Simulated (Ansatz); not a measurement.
Pressure against volume in SrTiO3

It was relaxed at this level from a cell as deposited in COD.

Theory: DFT PBE, scalar-relativistic, plane waves, PAW in Ansatz. Plane waves to 420 eV, an 8×8×8 mesh through Γ for the 5-atom cell and 0.02 eV Gaussian smearing; no spin polarisation.

```cif
data_structure
_symmetry_space_group_name_H-M 'Pm-3m'
_symmetry_Int_Tables_number 221
_cell_length_a 3.9365
_cell_length_b 3.9365
_cell_length_c 3.9365
_cell_angle_alpha 90.000
_cell_angle_beta 90.000
_cell_angle_gamma 90.000
_cell_volume 61.00
loop_
_atom_site_label
_atom_site_type_symbol
_atom_site_symmetry_multiplicity
_atom_site_Wyckoff_symbol
_atom_site_fract_x
_atom_site_fract_y
_atom_site_fract_z
_atom_site_occupancy
Sr1 Sr 1 a 0.00000 0.00000 0.00000 1
Ti1 Ti 1 b 0.50000 0.50000 0.50000 1
O1 O 3 c 0.00000 0.50000 0.50000 1
```

The cell was set to several volumes, with shape and atoms relaxed at each where symmetry leaves them free. Pressure is positive in compression, and energies count from the lowest row.

| row | V (Å³/atom) | P (GPa) | ΔE (meV/atom) | gap on mesh (eV) |
| --- | --- | --- | --- | --- |
| 1 | 10.736 | 28.79 | 117.3 | 2.08 |
| 2 | 11.102 | 19.75 | 62.2 | 2.02 |
| 3 | 11.468 | ? | ? | ? |
| 4 | 11.834 | 5.55 | 6.2 | 1.90 |
| 5 | 12.200 | 0.00 | 0.0 | 1.84 |
| 6 | 12.566 | -4.72 | 5.6 | 1.78 |
| 7 | 12.932 | -8.74 | 21.0 | 1.73 |
| 8 | 13.420 | -13.17 | 54.6 | 1.65 |

Question: Find B = −V·ΔP/ΔV from rows 4 and 6 and from rows 1 and 2, and from the two its slope B′ and its value B0 at zero pressure.

Answer: Rows 4 and 6 give −(11.834 + 12.566)/2 × (-4.72 − (5.55))/(12.566 − 11.834) = 171.2 GPa at a mean pressure of 0.42 GPa. Rows 1 and 2 give −(10.736 + 11.102)/2 × (19.75 − (28.79))/(11.102 − 10.736) = 269.7 GPa at a mean pressure of 24.27 GPa. So B′ = (269.7 − 171.2)/(24.27 − (0.42)) = 4.13 and B0 = 171.2 − 4.13 × (0.42) = 169.5 GPa. A third-order Birch–Murnaghan fit to all the energies gives B0 = 170.2 GPa and B′ = 4.4.

Question: Estimate the pressure and energy of row 3.

Answer: From row 5, V0 = 12.200 × (1 + (0.00)/169.5) = 12.200 Å³/atom. Murnaghan's form P = (B0/B′)·[(V0/V)^B′ − 1] gives (169.5/4.13) × [(12.200/11.468)^4.13 − 1] = 11.95 GPa; the computed pressure is 12.07 GPa, so the estimate is off by -0.12 GPa. The work of compression from row 4, with the mean of the two pressures, gives ΔE = 6.2 + (11.95 + 5.55)/2 × (11.834 − 11.468)/160.2 × 1000 = 26.2 meV/atom (1 eV/Å³ = 160.2 GPa); the computed value is 26.1 meV/atom.

Question: Fit the gap against pressure through the other rows and estimate it at the computed pressure of row 3.

Answer: Over the 7 rows the mean pressure is 3.9229 GPa and the mean gap is 1.857 eV. The sums of products of deviations are S_xx = 1414 and S_xy = 14.07, so the slope is 14.07/1414 = 0.00995 (r = 0.99, rms misfit 0.02 eV). At 12.07 GPa the line gives 1.857 + (0.00995) × (12.07 − 3.9229) = 1.94 eV. The computed value is 1.96 eV, so the line is off by -0.02 eV, no more than the largest miss among the fitted rows (0.04 eV).

Kohn–Sham gaps at this level usually fall short of measured ones. All volumes keep the k mesh of the relaxed cell. A later test with randomly moved atoms ended 2 meV/atom lower, in R3m at a loose tolerance, which is no clear verdict on its stability.
